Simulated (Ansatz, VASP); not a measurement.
## Two plane-wave programs on InAs

```
In As
1.0
     0.00000    2.99774    2.99774
     2.99774    0.00000    2.99774
     2.99774    2.99774    0.00000
In As
1 1
Cartesian
  0.0000 0.0000 0.0000
  4.4966 4.4966 4.4966
```

Alike in both runs: task single point; functional PBEsol; k mesh 8 × 8 × 8; occupations fermi-dirac, width 0.05 eV; no spin polarisation.

```csv
,VASP,Ansatz
version,VASP 6.6.1,Ansatz 0.2.0
potentials or method,"VASP PAW PBE potentials, release 64 (In_d, As)",Ansatz PAW
plane-wave cutoff (eV),520,420
valence electrons in the cell,18,28
```

|  | VASP | Ansatz | Ansatz less VASP |
| --- | --- | --- | --- |
| gap on the k mesh at the Fermi level (eV) | none | none | - |
| pressure (GPa) | 2.9 | 2.8 | -0.10 |

A gap of «none» marks a metal or a gap that the smearing closes. With one functional, cell and mesh, what is left measures potentials, basis and numerics. The two sets of potentials don't hold the same shells in valence.

Caveats: the PAW data sets were made with another functional, which shifts forces and pressure a little (VASP); this crystal is a semiconductor, whose small gap the functional closes, so the metal is an error of the method (VASP); the PAW data sets come from PBE, with cores solved anew for the run's functional, which leaves a small shift of forces and pressure (Ansatz).
